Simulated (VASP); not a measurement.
Wanted: the native input for a VASP 6.6.1 run.

```
Task                   : single point
Functional             : r2SCAN
Potentials or basis    : VASP PAW PBE potentials, release 64 (Na_pv)
Cutoff                 : 520 eV
k mesh                 : 5 × 5 × 5
Occupations            : fermi-dirac, width 0.1 eV
Spin                   : no spin polarisation
Dipole correction      : no
Further INCAR settings : ALGO = Normal; EDIFF = 1e-07; NBANDS = 10
```

Crystal: Na.

```xyz
1
Lattice="3.4182 0.0000 0.0000 0.0000 3.4182 0.0000 0.0000 0.0000 3.4182" Properties=species:S:1:pos:R:3 pbc="T T T"
Na    0.0000    0.0000    0.0000
```

This isn't the form of Na at room conditions, which is bcc.

One way to write it, as run:

POSCAR

```
Na
1.0
    3.4181960653      0.0000000000      0.0000000000
    0.0000000000      3.4181960653      0.0000000000
    0.0000000000      0.0000000000      3.4181960653
Na
1
Direct
    0.0000000000      0.0000000000      0.0000000000
```

INCAR.step1

```
SYSTEM = Na
ALGO = Normal ; EDIFF = 1E-4
ENCUT = 520 ; GGA = PE
ISMEAR = -1 ; LASPH = .TRUE.
LCHARG = .FALSE. ; LREAL = .FALSE.
LWAVE = .TRUE. ; NBANDS = 10
NELM = 60 ; PREC = Accurate
SIGMA = 0.1
```

INCAR.step2

```
SYSTEM = Na
ALGO = Normal ; EDIFF = 1E-7
ENCUT = 520 ; ISIF = 2
ISMEAR = -1 ; ISTART = 1
LASPH = .TRUE. ; LCHARG = .TRUE.
LELF = .TRUE. ; LMIXTAU = .TRUE.
LREAL = .FALSE. ; LVHAR = .TRUE.
LWAVE = .FALSE. ; METAGGA = R2SCAN
NBANDS = 10 ; NELM = 60
PREC = Accurate ; SIGMA = 0.1
```

KPOINTS

```
k-points
0
G
  5 5 5
  0 0 0
```

Potentials or basis: VASP PAW PBE potentials, release 64 (Na_pv).

Launch:

```console
$ cat potpaw_PBE.64/Na_pv/POTCAR > POTCAR
$ cp INCAR.step1 INCAR
$ mpirun -np 1 vasp_std > vasp.out
$ cp INCAR.step2 INCAR
$ mpirun -np 1 vasp_std > vasp.out
```

Results of the run:

```
Pressure               : 0.1 GPa
Band gap on the k mesh : none (metal or under the smearing width)
```

Caveat: the k mesh is coarse (spacing up to 0.37 Å⁻¹), so the values aren't converged; the PAW data sets were made with another functional, which shifts forces and pressure a little.

It took 14 s on 1 thread of Intel(R) Xeon(R) Platinum 8488C (Sapphire Rapids), on a shared host, peak memory 0.15 GiB.
